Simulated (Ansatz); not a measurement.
# Al2Au: the cost of one run

Method: DFT PBE, scalar-relativistic, plane waves, PAW, in Ansatz 0.2.0.

2 further runs of the same task are left out: 2 set aside as unsound or not needed.

## 1. Starting point

Symmetry: Fm-3m, No. 225, cubic system. Conventional cell: a = 6.061 Å, b = 6.061 Å, c = 6.061 Å, α = 90.00°, β = 90.00°, γ = 90.00°. Al (site symmetry -43m) is surrounded by 4 Au at 2.62 Å. Around Au (site symmetry m-3m) lie 8 Al at 2.62 Å.

As a file:

```cif
data_structure
_symmetry_space_group_name_H-M 'Fm-3m'
_symmetry_Int_Tables_number 225
_cell_length_a 6.0608
_cell_length_b 6.0608
_cell_length_c 6.0608
_cell_angle_alpha 90.000
_cell_angle_beta 90.000
_cell_angle_gamma 90.000
_cell_volume 222.63
loop_
_atom_site_label
_atom_site_type_symbol
_atom_site_symmetry_multiplicity
_atom_site_Wyckoff_symbol
_atom_site_fract_x
_atom_site_fract_y
_atom_site_fract_z
_atom_site_occupancy
Al1 Al 8 c 0.25000 0.75000 0.75000 1
Au1 Au 4 a 0.00000 0.00000 0.00000 1
```

This cell was relaxed beforehand with the same method: volume 18.55 Å³/atom, gap on the mesh none (metal).

## 2. Electronic structure at the relaxed geometry

The input, input.yaml:

```yaml
crystal:
  lattice:
    - [0.0, 3.0303901786, 3.0303901786]
    - [3.0303901786, 0.0, 3.0303901786]
    - [3.0303901786, 3.0303901786, 0.0]
  atoms:
    - { symbol: Al, position: [0.25, 0.25, 0.25] }
    - { symbol: Al, position: [0.75, 0.75, 0.75] }
    - { symbol: Au, position: [0.0, 0.0, 0.0] }
basis:
  ecutwfc: 420
kpoints:
  mp_grid: { grid: [12, 12, 12] }
  band_path:
    path:
      - [[0.0, 0.0, 0.0], [0.5, 0.0, 0.5], [0.625, 0.25, 0.625]]
      - [[0.375, 0.375, 0.75], [0.0, 0.0, 0.0], [0.5, 0.5, 0.5], [0.5, 0.25, 0.75], [0.5, 0.0, 0.5]]
    npoints: 14
hamiltonian:
  xc: pbe
scf:
  occupations: { method: gaussian, width: 0.1 }
  n_extra_bands: 7
output:
  forces: true
  stress: true
  eigenvalues: true
  populations: true
  dos: { projected: true, de: 0.02, nscf_kmesh: { grid: [18, 18, 18] } }
  bader: true
```

Run with:

```sh
$ ansatz run input.yaml --threads 1 --pin off --max-ram 2560MiB --backend cpu --events-out ev --progress --plain --runs-dir out
```

Q: Estimate wall time and peak memory on 1 thread of Intel Xeon Platinum 8375C at 2.90GHz (Ice Lake), shared host.

About 41 s, with a peak of 0.45 GiB.
